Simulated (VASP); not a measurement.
# W: relaxation of cell and atoms with r2SCAN+D3(BJ)

Crystal: W.

```xyz
1
Lattice="-1.5823 1.5823 1.5823 1.5823 -1.5823 1.5823 1.5823 1.5823 -1.5823" Properties=species:S:1:pos:R:3 pbc="T T T"
W     0.0000    0.0000    0.0000
```

| Property | Result |
| --- | --- |
| Program | VASP 6.6.1 |
| Task | relaxation of cell and atoms |
| Functional | r2SCAN |
| Dispersion | D3(BJ) |
| Potentials or basis | VASP PAW PBE potentials, release 64 (W_sv) |
| Cutoff | 600 eV |
| k mesh | 12 × 12 × 12 |
| Occupations | methfessel-paxton, width 0.1 eV |
| Spin | no spin polarisation |
| Further INCAR settings | ALGO = Normal; EDIFF = 1e-07; IBRION = 2; EDIFFG = -0.01; NSW = 40; ISIF = 3 |

```yaml
Relaxed_volume: 15.83 Å³/atom
Relaxed_cell: a = 2.740 Å, b = 2.740 Å, c = 2.740 Å, α = 109.47°, β = 109.47°, γ = 109.47°
Space_group_after_relaxing_to_0.05_Å: Im-3m (No. 229)
Energy_gained_by_relaxing: 0.0 meV/atom
Ionic_steps: 3
Pressure_after_relaxing: 0.0 GPa
Band_gap_on_the_k_mesh: none (metal or under the smearing width)
Dispersion_energy_per_atom: -0.327 eV
```

Final structure:
```cif
data_structure
_symmetry_space_group_name_H-M 'P 1'
_symmetry_Int_Tables_number 1
_cell_length_a 2.7397
_cell_length_b 2.7397
_cell_length_c 2.7397
_cell_angle_alpha 109.471
_cell_angle_beta 109.471
_cell_angle_gamma 109.471
_cell_volume 15.83
loop_
_atom_site_label
_atom_site_type_symbol
_atom_site_fract_x
_atom_site_fract_y
_atom_site_fract_z
_atom_site_occupancy
W1 W 0.00000 0.00000 0.00000 1
```

Levels at points of the mesh, in eV from the Fermi level:
```tsv
k point	band 4	band 5	band 6	band 7	band 8	band 9	band 10	band 11
(0.00, 0.00, 0.00)	-38.84	-9.99	-1.14	-1.14	-1.14	2.71	2.71	15.41
(0.50, 0.00, 0.00)	-38.85	-6.43	-3.62	0.68	2.54	3.60	6.49	11.82
(0.50, 0.50, 0.50)	-39.80	-5.89	-5.89	5.48	5.48	5.48	8.70	8.70
```

Run time: 110 s on 1 thread of AMD EPYC 9R45 96-Core Processor (Zen 5), with other jobs on the host, peak memory 0.14 GiB.

Caveat: the PAW data sets were made with another functional, which shifts forces and pressure a little; pairwise dispersion overbinds metals, which lowers pressure and volume. Spin-orbit coupling is left out, which matters for the levels of W.
